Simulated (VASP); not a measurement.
# MgI2 (P-3m1) in VASP: further runs

The runs below take MgI2 through single point, relaxation of cell and atoms, with PBE+D3(BJ).

Program: VASP 6.6.1. These are calculated values, not measurements. Logs are shortened: lines on timing, memory, paths and dates and some standing lists are left out, and cuts for length are marked.

**1. The structure**

It takes space group P-3m1 (No. 164, trigonal). The conventional cell has a = 4.124 Å, b = 4.124 Å, c = 6.834 Å, α = 90.00°, β = 90.00°, γ = 120.00°. Mg (site symmetry -3m) is surrounded by 6 I at 2.91 Å. I (site symmetry 3m) has 3 Mg at 2.91 Å as nearest neighbours.

**2. Single point, PBE+D3(BJ)**

INCAR reads:

```
PREC = Accurate ; ENCUT = 520
EDIFF = 1E-6 ; ISMEAR = 0
SIGMA = 0.02 ; LREAL = False
LASPH = True ; NELM = 80
ALGO = Normal ; ISIF = 2
LWAVE = False ; LCHARG = True
GGA = PE ; IVDW = 12
LELF = True ; LVHAR = True
NBANDS = 15
```

KPOINTS reads:

```
Automatic mesh
0
Gamma
  6 6 4
```

POSCAR reads:

```
MgI2
1.0
    4.1241540593      0.0000000000      0.0000000000
   -2.0620770297      3.5716221845      0.0000000000
    0.0000000000      0.0000000000      6.8341753707
Mg I
1 2
Direct
    0.0000000000      0.0000000000      0.0000000000
    0.3333333333      0.6666666667      0.7546424236
    0.6666666667      0.3333333333      0.2453575764
```

Potentials or basis: VASP PAW PBE potentials, release 64 (Mg, I).

Launch:

```
$ cat potpaw_PBE.64/Mg/POTCAR potpaw_PBE.64/I/POTCAR > POTCAR
$ mpirun -np 1 vasp_std > vasp.out
```

OUTCAR:

```text
PREC = Accurate
   ENCUT = 520
   EDIFF = 1E-6
   ISMEAR = 0
   LREAL = False
   LASPH = True
   NELM = 80
   ISIF = 2
   GGA = PE
   IVDW = 12
 IVDW          = 12

 ion  position               nearest neighbor table
   1  0.000  0.000  0.000-   2 2.91   3 2.91   3 2.91   2 2.91   3 2.91   2 2.91
   2  0.333  0.667  0.755-   1 2.91   1 2.91   1 2.91
   3  0.667  0.333  0.245-   1 2.91   1 2.91   1 2.91

  LATTYP: Found a hexagonal cell.
 ALAT       =     4.1241540593
 C/A-ratio  =     1.6571096211

  Lattice vectors:

 A1 = (   4.1241540593,   0.0000000000,   0.0000000000)
 A2 = (  -2.0620770297,   3.5716221845,   0.0000000000)
 A3 = (   0.0000000000,   0.0000000000,   6.8341753707)

Analysis of symmetry for initial positions (statically):
=====================================================================
 Subroutine PRICEL returns:
 Original cell was already a primitive cell.

 Routine SETGRP: Setting up the symmetry group for a
 hexagonal supercell.

 Subroutine GETGRP returns: Found 12 space group operations
 (whereof 12 operations were pure point group operations)
 out of a pool of 24 trial point group operations.

The static configuration has the point symmetry D_3d.

Analysis of symmetry for dynamics (positions and initial velocities):
=====================================================================
 Subroutine PRICEL returns:
 Original cell was already a primitive cell.

 Routine SETGRP: Setting up the symmetry group for a
 hexagonal supercell.

 Subroutine GETGRP returns: Found 12 space group operations
 (whereof 12 operations were pure point group operations)
 out of a pool of 24 trial point group operations.

The dynamic configuration has the point symmetry D_3d.

 Subroutine INISYM returns: Found 12 space group operations
 (whereof 12 operations are pure point group operations),
 and found     1 'primitive' translations

----------------------------------------------------------------------------------------

                                     Primitive cell

  volume of cell :     100.6669

  direct lattice vectors                    reciprocal lattice vectors
     4.124154059  0.000000000  0.000000000     0.242473968  0.139992411  0.000000000
    -2.062077030  3.571622184  0.000000000     0.000000000  0.279984822  0.000000000
     0.000000000  0.000000000  6.834175371     0.000000000  0.000000000  0.146323433

  length of vectors
     4.124154059  4.124154059  6.834175371     0.279984822  0.279984822  0.146323433

  position of ions in fractional coordinates (direct lattice)
     0.000000000  0.000000000  0.000000000
     0.333333333  0.666666667  0.754642424
     0.666666667  0.333333333  0.245357576

  ion indices of the primitive-cell ions
   primitive index   ion index
                 1           1
                 2           2
                 3           3

----------------------------------------------------------------------------------------

 KPOINTS: Automatic mesh

Automatic generation of k-mesh.
 Grid dimensions read from file:
 generate k-points for:    6    6    4

 Generating k-lattice:

  Cartesian coordinates                     Fractional coordinates (reciprocal lattice)
     0.040412328  0.023332068  0.000000000     0.166666667  0.000000000  0.000000000
     0.000000000  0.046664137  0.000000000     0.000000000  0.166666667  0.000000000
     0.000000000  0.000000000  0.036580858     0.000000000  0.000000000  0.250000000

  Length of vectors
     0.046664137  0.046664137  0.036580858

  Shift w.r.t. Gamma in fractional coordinates (k-lattice)
     0.000000000  0.000000000  0.000000000

 Subroutine IBZKPT returns following result:
 ===========================================

 Found     24 irreducible k-points:

 Following reciprocal coordinates:
            Coordinates               Weight
  0.000000  0.000000  0.000000      1.000000
  0.166667 -0.000000  0.000000      6.000000
  0.333333  0.000000  0.000000      6.000000
  0.500000 -0.000000  0.000000      3.000000
  0.166667  0.166667  0.000000      6.000000
  0.333333  0.166667  0.000000     12.000000
[... 16 lines left out ...]
  0.333333  0.166667  0.500000     12.000000
  0.333333  0.333333  0.500000      2.000000
   k-points           NKPTS =     24   k-points in BZ     NKDIM =     24   number of bands    NBANDS=     15
   number of dos      NEDOS =    301   number of ions     NIONS =      3
   total plane-waves  NPLWV =  55296
   dimension x,y,z NGX =    32 NGY =   32 NGZ =   54
   dimension x,y,z NGXF=    64 NGYF=   64 NGZF=  108
   ions per type =               1   2
   NGX,Y,Z   is equivalent  to a cutoff of  12.90, 12.90, 13.14 a.u.
   NGXF,Y,Z  is equivalent  to a cutoff of  25.80, 25.80, 26.27 a.u.
 SYSTEM =  unknown system
   PREC   = accura    normal or accurate (medium, high low for compatibility)
   ISTART =      0    job   : 0-new  1-cont  2-samecut
   ICHARG =      2    charge: 1-file 2-atom 10-const
   ISPIN  =      1    spin polarized calculation?
   LNONCOLLINEAR =      F non collinear calculations
   LSORBIT =      F    spin-orbit coupling
   LASPH  =      T    aspherical Exc in radial PAW
   ENCUT  =  520.0 eV  38.22 Ry    6.18 a.u.   7.67  7.67 12.71*2*pi/ulx,y,z
   NELM   =     80;   NELMIN=  2; NELMDL= -5     # of ELM steps
   EDIFF  = 0.1E-05   stopping-criterion for ELM
   LREAL  =      F    real-space projection
   EDIFFG = 0.1E-04   stopping-criterion for IOM
   NSW    =      0    number of steps for IOM
   IBRION =     -1    ionic relax: 0-MD 1-quasi-New 2-CG
   NFREE  =      0    steps in history (QN), initial steepest desc. (CG)
   ISIF   =      2    stress and relaxation
   ISYM   =      2    0-nonsym 1-usesym 2-fastsym
   POTIM  = 0.5000    time-step for ionic-motion
   TEBEG  =    0.0;   TEEND  =   0.0 temperature during run
   PSTRESS=    0.0 pullay stress
   NELECT =      16.0000    total number of electrons
   NUPDOWN=      -1.0000    fix difference up-down
   EMIN   =  10.00;   EMAX   =-10.00  energy-range for DOS
   EFERMI =   0.00;   METHOD = LEGACY
   ISMEAR =     0;   SIGMA  =   0.02  broadening in eV -4-tet -1-fermi 0-gaus
   EFERMI_NEDOS =   21; number of points for ismear=-14 and -15
   IALGO  =     38    algorithm
   IMIX   =      4    mixing-type and parameters
     AMIX     =   0.40;   BMIX     =  1.00
     AMIX_MAG =   1.60;   BMIX_MAG =  1.00
  volume/ion in A,a.u.               =      33.56       226.44
  Fermi-wavevector in a.u.,A,eV,Ry     =   0.886787  1.675784 10.699502  0.786391
  Thomas-Fermi vector in A             =   2.007999
   LORBIT       =      0    0 simple, 1 ext, 2 COOP (PROOUT), +10 PAW based schemes
   GGA     = PE    functional components
   LHFCALC =     F    Hartree Fock is set to
   AEXX    =    0.0000 exact exchange contribution
   IVDW    =    12    specifies the selected vdW correction
   LEPSILON=     F    determine dielectric tensor
   LRPA    =     F    only Hartree local field effects (RPA)
 non-spin polarized calculation
 Gauss-broadening in eV      SIGMA  =   0.02
  energy-cutoff  :      520.00
  volume of cell :      100.67
 maximum number of plane-waves:      2743
 NGX is ok and might be reduce to    32
   NGX = 15   NGY = 15   NGZ = 25

 number of electron      16.0000000 magnetization

 Free energy of the ion-electron system (eV)
  ---------------------------------------------------
  ext. energy  EPLUGINS =         0.00000000
  ---------------------------------------------------
  free energy    TOTEN  =        -7.68012464 eV

  energy without entropy =       -7.68012464  energy(sigma->0) =       -7.68012464

 E-fermi :   2.6282     XC(G=0):  -8.3016

 val. band max:        2.4847935402   @ k =   0.0000   0.0000   0.0000
 cond. band min:       6.0082413348   @ k =   0.5000  -0.0000   0.2500
 fundamental gap:      3.5234477946
 Fermi energy:         2.6282148163

 k-point     1 :       0.0000    0.0000    0.0000
  band No.  band energies     occupation
      1      -9.6499      2.00000
      2      -8.9203      2.00000
      3      -1.1542      2.00000
      4       2.0531      2.00000
      5       2.0531      2.00000
      6       2.4415      2.00000
      7       2.4415      2.00000
      8       2.4848      2.00000
      9       6.2345      0.00000
     10       7.2913      0.00000
     11       9.2342      0.00000
     12       9.2342      0.00000
     13       9.9253      0.00000
     14      10.6658      0.00000
     15      10.6658      0.00000

 k-point     2 :       0.1667   -0.0000    0.0000
  band No.  band energies     occupation
      1      -9.5029      2.00000
      2      -8.8439      2.00000
      3      -0.9494      2.00000
      4       1.0345      2.00000
      5       1.5511      2.00000
      6       1.7356      2.00000
      7       2.3791      2.00000
      8       2.3803      2.00000
      9       7.1146      0.00000
     10       7.9163      0.00000
     11       8.7233      0.00000
     12       9.5896      0.00000
     13       9.6748      0.00000
     14      10.4771      0.00000
     15      11.0563      0.00000

 k-point     3 :       0.3333    0.0000    0.0000
  band No.  band energies     occupation
      1      -9.1513      2.00000
      2      -8.7088      2.00000
      3      -0.7307      2.00000
      4      -0.1650      2.00000
      5       0.4565      2.00000
      6       1.2841      2.00000
      7       1.9820      2.00000
      8       2.1549      2.00000
      9       6.5645      0.00000
     10       7.9556      0.00000
     11       8.3473      0.00000
     12       9.5683      0.00000
     13      10.0657      0.00000
     14      11.2845      0.00000
     15      11.6384      0.00000
[... 343 lines left out ...]
 k-point    23 :       0.3333    0.1667    0.5000
  band No.  band energies     occupation
      1      -8.8496      2.00000
      2      -8.7456      2.00000
      3      -0.9981      2.00000
      4      -0.5460      2.00000
      5       0.5274      2.00000
      6       0.8925      2.00000
      7       1.7620      2.00000
      8       1.8767      2.00000
      9       6.7775      0.00000
     10       8.0235      0.00000
     11       8.6981      0.00000
     12       9.3807      0.00000
     13       9.6141      0.00000
     14      10.7286      0.00000
     15      11.7818      0.00000

 k-point    24 :       0.3333    0.3333    0.5000
  band No.  band energies     occupation
      1      -8.7251      2.00000
      2      -8.7251      2.00000
      3      -0.7110      2.00000
      4      -0.3425      2.00000
      5      -0.3425      2.00000
      6       0.1986      2.00000
      7       1.9214      2.00000
      8       1.9214      2.00000
      9       7.3094      0.00000
     10       8.1840      0.00000
     11       8.1840      0.00000
     12       9.7595      0.00000
     13      10.8802      0.00000
     14      11.1463      0.00000
     15      11.3699      0.00000

------------------------ aborting loop because EDIFF is reached ----------------------------------------

 Edisp (eV)   -0.94599

 E8    (eV) :    -0.4234

  FORCE on cell =-STRESS in cart. coord.  units (eV):
  Direction    XX          YY          ZZ          XY          YZ          ZX
  --------------------------------------------------------------------------------------
  -------------------------------------------------------------------------------------
  Total      -0.02651    -0.02651    -0.03340     0.00000     0.00000     0.00000
  in kB      -0.42186    -0.42186    -0.53164     0.00000     0.00000     0.00000
  external pressure =       -0.46 kB  Pullay stress =        0.00 kB

 VOLUME and BASIS-vectors are now :
 -----------------------------------------------------------------------------
  energy-cutoff  :      520.00
  volume of cell :      100.67
      direct lattice vectors                 reciprocal lattice vectors
     4.124154059  0.000000000  0.000000000     0.242473968  0.139992411  0.000000000
    -2.062077030  3.571622184  0.000000000     0.000000000  0.279984822  0.000000000
     0.000000000  0.000000000  6.834175371     0.000000000  0.000000000  0.146323433

 POSITION                                       TOTAL-FORCE (eV/Angst)
 -----------------------------------------------------------------------------------
      0.00000      0.00000      0.00000        -0.000000      0.000000      0.000000
     -0.00000      2.38108      5.15736        -0.000000      0.000000      0.006805
      2.06208      1.19054      1.67682         0.000000     -0.000000     -0.006805
 -----------------------------------------------------------------------------------
    total drift:                                0.000000     -0.000000      0.000000

  FREE ENERGIE OF THE ION-ELECTRON SYSTEM (eV)
  ---------------------------------------------------
  free  energy   TOTEN  =        -8.6261159206 eV

  energy  without entropy=       -8.6261159206  energy(sigma->0) =       -8.62611592
```

Run time: 40 s. Hardware: 1 thread of Intel Xeon Platinum 8175M at 2.50GHz (Skylake/Cascade Lake), shared host; peak memory 0.24 GiB.

Results:

- Free energy: -8.6261 eV
- Pressure: 0.0 GPa
- Largest force: 0.007 eV/Å
- Band gap on the k mesh: 3.52 eV, indirect (least direct gap 3.75 eV)
- Dispersion energy per atom: -0.315 eV

Forces in eV/Å, atoms in the order of the input:
```
Mg   0.000  0.000  0.000
I    0.000  0.000  0.007
I    0.000  0.000 -0.007
```

Caveat: spin-orbit coupling is left out, which moves the levels of the heavy elements. A k mesh can miss the band edges.

**3. Relaxation of cell and atoms, PBE+D3(BJ)**

This run uses another cell than the first one, of 34.18 Å³/atom, 1.019 times its volume.

INCAR reads:

```
PREC = Accurate
ENCUT = 600
EDIFF = 1E-6
ISMEAR = 0
SIGMA = 0.02
LREAL = F
LASPH = T
NELM = 60
ALGO = Normal
ISIF = 3
LWAVE = F
LCHARG = F
GGA = PE
IVDW = 12
IBRION = 2
NSW = 100
EDIFFG = -0.005
```

KPOINTS is that of step 2.

POSCAR reads:

```
MgI2
1.0
    4.1537001214      0.0000000000      0.0000000000
   -2.0768500607      3.5972098248      0.0000000000
    0.0000000000      0.0000000000      6.8620000000
Mg I
1 2
Direct
    0.0000000000      0.0000000000      0.0000000000
    0.3333333333      0.6666666667      0.7576300000
    0.6666666667      0.3333333333      0.2423700000
```

Potentials or basis: VASP PAW PBE potentials, release 64 (Mg, I).

Launch:

```
$ cat potpaw_PBE.64/Mg/POTCAR potpaw_PBE.64/I/POTCAR > POTCAR
$ mpirun -np 1 vasp_std > vasp.out
```

Wall time 4.3 min (1 thread of Intel Xeon Platinum 8175M at 2.50GHz (Skylake/Cascade Lake), shared host); peak memory 0.29 GiB.

The run converged. Its results:

| Item | Value |
| --- | --- |
| Free energy | -8.6262 eV |
| Relaxed volume | 33.46 Å³/atom |
| Relaxed cell | a = 4.123 Å, b = 4.123 Å, c = 6.817 Å, α = 90.00°, β = 90.00°, γ = 120.00° |
| Space group after relaxing (to 0.05 Å) | P-3m1 (No. 164) |
| Energy gained by relaxing | 0.9 meV/atom |
| Ionic steps | 9 |
| Pressure after relaxing | 0.0 GPa |
| Band gap on the k mesh | 3.51 eV, indirect (least direct gap 3.74 eV) |
| Dispersion energy per atom | -0.316 eV |

Forces on the atoms (eV/Å):
```
Mg   0.000  0.000  0.000
I    0.000  0.000  0.003
I    0.000  0.000 -0.003
```

Step by step:
```
step  energy change (eV)  largest force (eV/Å)  pressure (GPa)  volume (Å³)
   1              0.0000                0.0286           -0.31       102.53
   2             -0.0016                0.0587           -0.03       101.55
   3             -0.0017                0.0689            0.07       101.22
   4             -0.0023                0.0403            0.03       101.18
   5             -0.0024                0.0007           -0.04       101.14
   6             -0.0024                0.0150           -0.02       101.15
   7             -0.0025                0.0135           -0.02       101.07
   8             -0.0027                0.0084           -0.01       100.84
   9             -0.0028                0.0026            0.01       100.37
```

Final structure:
```
Mg I
1.0
     4.12309    0.00000    0.00000
    -2.06154    3.57070    0.00000
     0.00000    0.00000    6.81733
Mg I
1 2
Direct
  0.00000 0.00000 0.00000
  0.33333 0.66667 0.75426
  0.66667 0.33333 0.24574
```

Levels at points of the mesh, in eV from the valence-band top:
```tsv
k point	band 4	band 5	band 6	band 7	band 8	band 9	band 10	band 11	band 12
(0.00, 0.00, 0.00)	-0.45	-0.45	-0.06	-0.06	0.00	3.74	4.79	6.74	6.74
(0.50, 0.00, 0.00)	-2.88	-1.97	-1.40	-0.97	-0.46	3.64	5.31	5.43	6.91
(0.00, 0.00, 0.50)	-1.56	-0.33	-0.33	-0.17	-0.17	4.74	4.89	6.54	6.54
(0.50, 0.00, 0.50)	-3.30	-1.21	-1.16	-0.85	-0.73	3.53	5.16	5.62	6.00
```

Caveat: spin-orbit coupling is left out, which moves the levels of the heavy elements. PBE gaps usually lie below the measured ones, often by a third to a half.

[end of part 1 of 2]
